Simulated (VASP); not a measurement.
# MoH4 (I-43m) in VASP: electric field gradients with PBE+U

Aim: the electric field gradients of MoH4 with PBE+U.

Program: VASP 6.6.1. These are calculated values, not measurements. Logs are shortened: lines on timing, memory, paths and dates and some standing lists are left out, and cuts for length are marked.

## (1) The undisturbed crystal

The structure is cubic, space group I-43m (No. 217). Conventional cell: a = 5.074 Å, b = 5.074 Å, c = 5.074 Å, α = 90.00°, β = 90.00°, γ = 90.00°. H (site symmetry 3m) has 1 Mo at 1.11 Å as nearest neighbours. Mo (site symmetry -43m) is surrounded by 4 H at 1.11 Å.

The cell was built by a generator and needn't be a form met in nature.

## (2) Electric field gradients, PBE+U, collinear spin, ferromagnetic start (atoms moved at random, drawn with an rms of 0.15 Å)

File INCAR:

```
SYSTEM = MoH4
PREC = Accurate ; ENCUT = 500
EDIFF = 1E-8 ; ISMEAR = 0
SIGMA = 0.01 ; LREAL = .False.
LASPH = .True. ; NELM = 100
ALGO = Normal ; ISIF = 2
LWAVE = .False. ; LCHARG = .False.
ISPIN = 2 ; MAGMOM = 0 0 0 0 1
LORBIT = 11 ; LMAXMIX = 4
LDAU = .True. ; LDAUTYPE = 2
LDAUL = -1 2 ; LDAUU = 0 3.5
LDAUJ = 0 0 ; LDAUPRINT = 1
GGA = PE ; LEFG = .True.
AMIX = 0.2 ; BMIX = 1E-4
AMIX_MAG = 0.8 ; BMIX_MAG = 1E-4
NBANDS = 29
```

File KPOINTS:

```
regular mesh
0
Monkhorst
  8 8 8
  0 0 0
```

File POSCAR:

```
MoH4
1.0
   -2.5371941600      2.5371941600      2.5371941600
    2.5371941600     -2.5371941600      2.5371941600
    2.5371941600      2.5371941600     -2.5371941600
H Mo
4 1
Direct
   -0.0038040000      0.0165610000      0.7462330000
    0.7018770000     -0.0070250000     -0.0252000000
   -0.0186660000      0.7558640000      0.0021860000
    0.2370820000      0.2603320000      0.2103230000
    0.0244630000      0.0089370000      0.0025850000
```

Potentials or basis: VASP PAW PBE potentials, release 64 (H, Mo).

The run is started by

```bash
$ cat potpaw_PBE.64/H/POTCAR potpaw_PBE.64/Mo/POTCAR > POTCAR
$ mpirun -np 1 vasp_std > vasp.out
```

OUTCAR:

```text
SYSTEM = MoH4
   PREC = Accurate
   ENCUT = 500
   EDIFF = 1E-8
   ISMEAR = 0
   LREAL = .False.
   LASPH = .True.
   NELM = 100
   ISIF = 2
   ISPIN = 2
   LORBIT = 11
   GGA = PE
   AMIX = 0.2
   AMIX_MAG = 0.8

 ion  position               nearest neighbor table
   1  0.996  0.017  0.746-   5 1.10
   2  0.702  0.993  0.975-   5 1.36
   3  0.981  0.756  0.002-   5 1.06
   4  0.237  0.260  0.210-   5 1.00
   5  0.024  0.009  0.003-   4 1.00   3 1.06   1 1.10   2 1.36

 -----------------------------------------------------------------------------
|                                                                             |
|           W    W    AA    RRRRR   N    N  II  N    N   GGGG   !!!           |
|           W    W   A  A   R    R  NN   N  II  NN   N  G    G  !!!           |
|           W    W  A    A  R    R  N N  N  II  N N  N  G       !!!           |
|           W WW W  AAAAAA  RRRRR   N  N N  II  N  N N  G  GGG   !            |
|           WW  WW  A    A  R   R   N   NN  II  N   NN  G    G                |
|           W    W  A    A  R    R  N    N  II  N    N   GGGG   !!!           |
|                                                                             |
|     The distance between some ions is very small. Please check the          |
|     nearest-neighbor list in the OUTCAR file.                               |
|     I HOPE YOU KNOW WHAT YOU ARE DOING!                                     |
|                                                                             |
 -----------------------------------------------------------------------------

  LATTYP: Found a body centered cubic cell.
 ALAT       =     5.0743883200

  Lattice vectors:

 A1 = (  -2.5371941600,   2.5371941600,   2.5371941600)
 A2 = (   2.5371941600,  -2.5371941600,   2.5371941600)
 A3 = (   2.5371941600,   2.5371941600,  -2.5371941600)

Analysis of symmetry for initial positions (statically):
=====================================================================
 Subroutine PRICEL returns:
 Original cell was already a primitive cell.

 Routine SETGRP: Setting up the symmetry group for a
 body centered cubic supercell.

 Subroutine GETGRP returns: Found  1 space group operations
 (whereof  1 operations were pure point group operations)
 out of a pool of 48 trial point group operations.

The static configuration has the point symmetry C_1 .

Analysis of symmetry for dynamics (positions and initial velocities):
=====================================================================
 Subroutine PRICEL returns:
 Original cell was already a primitive cell.

 Routine SETGRP: Setting up the symmetry group for a
 body centered cubic supercell.

 Subroutine GETGRP returns: Found  1 space group operations
 (whereof  1 operations were pure point group operations)
 out of a pool of 48 trial point group operations.

The dynamic configuration has the point symmetry C_1 .

Analysis of structural, dynamic, and magnetic symmetry:
=====================================================================
 Subroutine PRICEL returns:
 Original cell was already a primitive cell.

 Routine SETGRP: Setting up the symmetry group for a
 body centered cubic supercell.

 Subroutine GETGRP returns: Found  1 space group operations
 (whereof  1 operations were pure point group operations)
 out of a pool of 48 trial point group operations.

The overall configuration has the point symmetry C_1 .

 Subroutine INISYM returns: Found  1 space group operations
 (whereof  1 operations are pure point group operations),
 and found     1 'primitive' translations

----------------------------------------------------------------------------------------

                                     Primitive cell

  volume of cell :      65.3313

  direct lattice vectors                    reciprocal lattice vectors
    -2.537194160  2.537194160  2.537194160     0.000000000  0.197068087  0.197068087
     2.537194160 -2.537194160  2.537194160     0.197068087  0.000000000  0.197068087
     2.537194160  2.537194160 -2.537194160     0.197068087  0.197068087  0.000000000

  length of vectors
     4.394549194  4.394549194  4.394549194     0.278696362  0.278696362  0.278696362

  position of ions in fractional coordinates (direct lattice)
     0.996196000  0.016561000  0.746233000
     0.701877000  0.992975000  0.974800000
     0.981334000  0.755864000  0.002186000
[... 137 lines left out ...]
atom =   5  type =  2  l = 2

 onsite density matrix

spin component  1

  0.7469  0.0370  0.0014 -0.0176 -0.0062
  0.0370  0.7840 -0.0000  0.0321  0.0015
  0.0014 -0.0000  0.8818 -0.0054 -0.0013
 -0.0176  0.0321 -0.0054  0.7981 -0.0023
 -0.0062  0.0015 -0.0013 -0.0023  0.8731

spin component  2

  0.7048  0.0317 -0.0795 -0.0084  0.0286
  0.0317  0.7479 -0.0418  0.0278  0.0946
 -0.0795 -0.0418  0.0562  0.1636  0.0221
 -0.0084  0.0278  0.1636  0.7092  0.1486
  0.0286  0.0946  0.0221  0.1486  0.0450

 occupancies and eigenvectors

  o =  0.0004  v =  0.0000  0.0000  0.0000  0.0000  0.0000  0.0164 -0.0720  0.4508 -0.2782  0.8449      0.0000  0.0000  0.0000  0.0000  0.0000  0.0000  0.0000  0.0000  0.0000  0.0000
  o =  0.0088  v =  0.0000  0.0000  0.0000  0.0000  0.0000  0.1114  0.1092  0.8559 -0.1006 -0.4827      0.0000  0.0000  0.0000  0.0000  0.0000  0.0000  0.0000  0.0000  0.0000  0.0000
  o =  0.6781  v =  0.0000  0.0000  0.0000  0.0000  0.0000 -0.7760  0.5254 -0.0285 -0.3456 -0.0387      0.0000  0.0000  0.0000  0.0000  0.0000  0.0000  0.0000  0.0000  0.0000  0.0000
  o =  0.7115  v =  0.7567 -0.5459  0.0055  0.3576  0.0394  0.0000  0.0000  0.0000  0.0000  0.0000      0.0000  0.0000  0.0000  0.0000  0.0000  0.0000  0.0000  0.0000  0.0000  0.0000
  o =  0.7677  v =  0.0000  0.0000  0.0000  0.0000  0.0000  0.6071  0.5123 -0.2282 -0.5620 -0.0315      0.0000  0.0000  0.0000  0.0000  0.0000  0.0000  0.0000  0.0000  0.0000  0.0000
  o =  0.7914  v = -0.6292 -0.4681  0.0461  0.6185 -0.0206  0.0000  0.0000  0.0000  0.0000  0.0000      0.0000  0.0000  0.0000  0.0000  0.0000  0.0000  0.0000  0.0000  0.0000  0.0000
  o =  0.8081  v =  0.0000  0.0000  0.0000  0.0000  0.0000  0.1286  0.6666  0.1063  0.6908  0.2251      0.0000  0.0000  0.0000  0.0000  0.0000  0.0000  0.0000  0.0000  0.0000  0.0000
  o =  0.8253  v = -0.1702 -0.6945 -0.0630 -0.6953 -0.0355  0.0000  0.0000  0.0000  0.0000  0.0000      0.0000  0.0000  0.0000  0.0000  0.0000  0.0000  0.0000  0.0000  0.0000  0.0000
  o =  0.8733  v = -0.0465 -0.0153  0.1371 -0.0362  0.9887  0.0000  0.0000  0.0000  0.0000  0.0000      0.0000  0.0000  0.0000  0.0000  0.0000  0.0000  0.0000  0.0000  0.0000  0.0000
  o =  0.8824  v =  0.0208 -0.0173  0.9875 -0.0702 -0.1388  0.0000  0.0000  0.0000  0.0000  0.0000      0.0000  0.0000  0.0000  0.0000  0.0000  0.0000  0.0000  0.0000  0.0000  0.0000

 number of electron       9.9999999 magnetization       2.0000044

 Free energy of the ion-electron system (eV)
  ---------------------------------------------------
  ext. energy  EPLUGINS =         0.00000000
  ---------------------------------------------------
  free energy    TOTEN  =         6.28613680 eV

  energy without entropy =        6.28613680  energy(sigma->0) =        6.28613680

 E-fermi :  -1.7055     XC(G=0):  -6.9149

 val. band max:       -1.7723219158   @ k =   0.0625   0.0625   0.4375
 cond. band min:      -0.0040342391   @ k =  -0.4375  -0.4375  -0.0625
 fundamental gap:      1.7682876767
 Fermi energy:        -1.7055330940

 spin component 1

 k-point     1 :       0.0625    0.0625    0.0625
  band No.  band energies     occupation
      1      -7.2657      1.00000
      2      -6.6490      1.00000
      3      -5.6837      1.00000
      4      -5.3955      1.00000
      5      -2.2778      1.00000
      6      -1.8182      1.00000
[... 943 lines left out ...]
      6       1.7806      0.00000
[... 9 lines left out ...]
     16      14.6148      0.00000
     17      15.6912      0.00000

 [... further k-points ...]

 [bands above 17 left out]

------------------------ aborting loop because EDIFF is reached ----------------------------------------

  FORCE on cell =-STRESS in cart. coord.  units (eV):
  Direction    XX          YY          ZZ          XY          YZ          ZX
  --------------------------------------------------------------------------------------
  -------------------------------------------------------------------------------------
  Total       36.1081502     35.4353630     46.0328280      9.6430445     -6.9740888     16.8073178
  in kB      885.5125528    869.0131887   1128.9043285    236.4850280   -171.0318338    412.1809286
  external PRESSURE =     961.1433567 kB  Pullay stress =       0.0000000 kB

 VOLUME and BASIS-vectors are now :
 -----------------------------------------------------------------------------
  energy-cutoff  :      500.00
  volume of cell :       65.33
      direct lattice vectors                 reciprocal lattice vectors
    -2.537194160  2.537194160  2.537194160     0.000000000  0.197068087  0.197068087
     2.537194160 -2.537194160  2.537194160     0.197068087  0.000000000  0.197068087
     2.537194160  2.537194160 -2.537194160     0.197068087  0.197068087  0.000000000

 POSITION                                       TOTAL-FORCE (eV/Angst)
 -----------------------------------------------------------------------------------
     -0.59219      4.37886      0.67622       -14.616905    -19.081349     14.383475
      3.21183      1.73468      1.82691         5.000409     -6.018683     -5.393355
     -0.56651      0.57761      4.40206       -16.016283     16.458123    -22.396546
      0.59262      0.47464      0.72841        26.369858     18.836951     26.201247
     -0.03283      0.04595      0.07818        -0.737079    -10.195042    -12.794821
 -----------------------------------------------------------------------------------
    total drift:                               -0.000146      0.000334     -0.000019

  FREE ENERGIE OF THE ION-ELECTRON SYSTEM (eV)
  ---------------------------------------------------
  free  energy   TOTEN  =         6.2861368007 eV

  energy  without entropy=        6.2861368007  energy(sigma->0) =        6.28613680

 Electric field gradients (V/A^2)
---------------------------------------------------------------------
 ion       V_xx      V_yy      V_zz      V_xy      V_xz      V_yz
---------------------------------------------------------------------
   1     -10.514    17.161    -6.647    44.848   -36.304   -47.873
   2      -3.282     3.231     0.051   -17.016   -15.564    18.839
   3     -12.424   -13.239    25.662   -37.926    53.420   -53.462
   4      12.880   -29.358    16.478    50.870    77.774    53.892
   5      61.697    23.215   -84.911   -56.565  -126.121    71.677
---------------------------------------------------------------------

 Electric field gradients after diagonalization (V/A^2)
 (convention: |V_zz| > |V_xx| > |V_yy|)
----------------------------------------------------------------------
 ion       V_xx      V_yy      V_zz     asymmetry (V_yy - V_xx)/ V_zz
----------------------------------------------------------------------
   1     -44.987   -43.294    88.280       0.019
   2     -17.350   -17.238    34.589       0.003
   3     -50.895   -50.061   100.956       0.008
   4     -65.056   -62.426   127.482       0.021
   5    -164.511   -16.351   180.863       0.819
----------------------------------------------------------------------

           NMR quadrupolar parameters

 Cq : quadrupolar parameter    Cq=e*Q*V_zz/h
 eta: asymmetry parameters     (V_yy - V_xx)/ V_zz
 Q  : nuclear electric quadrupole moment in mb (millibarn)
----------------------------------------------------------------------
 ion       Cq(MHz)       eta       Q (mb)
----------------------------------------------------------------------
   1       0.213       0.019       1.000
   2       0.084       0.003       1.000
   3       0.244       0.008       1.000
   4       0.308       0.021       1.000
   5       0.437       0.819       1.000
----------------------------------------------------------------------

 total charge

# of ion       s       p       d       tot
------------------------------------------
    1        0.728   0.103   0.000   0.831
    2        0.645   0.038   0.000   0.683
    3        0.735   0.117   0.000   0.853
    4        0.746   0.148   0.000   0.894
    5        0.833   0.284   6.268   7.386
--------------------------------------------------
tot          3.687   0.690   6.268  10.646

 magnetization (x)

# of ion       s       p       d       tot
------------------------------------------
    1       -0.009   0.049   0.000   0.040
    2       -0.015   0.019   0.000   0.004
    3       -0.010   0.049   0.000   0.040
    4       -0.008   0.068   0.000   0.060
    5        0.034  -0.010   1.803   1.826
--------------------------------------------------
tot         -0.008   0.175   1.803   1.969
```

It took 8 min on 1 thread of Intel Xeon Platinum 8488C (Sapphire Rapids), shared host; peak memory 0.66 GiB.

What came out:

- Free energy: 6.2861 eV
- Pressure: 96.1 GPa
- Largest force: 41.674 eV/Å
- Net moment: 2.00 μB per cell
- Site moments: H +0.04, +0.00, +0.06; Mo +1.83 μB
- All electrons inside the program's atomic spheres: H 0.83, 0.68, 0.85, 0.89; Mo 7.39

Forces on the atoms (eV/Å):
```
H   -14.617 -19.081  14.383
H     5.000  -6.019  -5.393
H   -16.016  16.458 -22.397
H    26.370  18.837  26.201
Mo   -0.737 -10.195 -12.795
```

Stress tensor (GPa, compression positive):
```
 88.55  23.65  41.22
 23.65  86.90 -17.10
 41.22 -17.10 112.89
```

Levels at points of the mesh, in eV from the valence-band top:
Spin up:
```
           k point  band 4  band 5  band 6  band 7  band 8  band 9
(0.06, 0.06, 0.06)   -3.62   -0.51   -0.05    5.68    7.19    7.48
```
Spin down:
```csv
k point,band 2,band 3,band 4,band 5,band 6,band 7
"(0.06, 0.06, 0.06)",-4.41,-3.45,-3.06,3.88,4.42,6.16
```

Electric field gradients, principal values (V/Å²):
| atom | Vxx | Vyy | Vzz |
| --- | --- | --- | --- |
| 1 H | -43.294 | -44.987 | 88.280 |
| 2 H | -17.238 | -17.350 | 34.589 |
| 3 H | -50.061 | -50.895 | 100.956 |
| 4 H | -62.426 | -65.056 | 127.482 |
| 5 Mo | -16.351 | -164.511 | 180.863 |

Eigenvalues of the final occupation matrices:
| site | spin | trace | eigenvalues |
| --- | --- | --- | --- |
| site 5 d | 1 | 4.08 | 0.71 0.79 0.83 0.87 0.88 |
| site 5 d | 2 | 2.26 | 0.00 0.01 0.68 0.77 0.81 |

Caveat: the cell as given lies far from equilibrium; the U is typed as a test and isn't derived for this compound. The state reached can hang on the start; a lower one may exist.
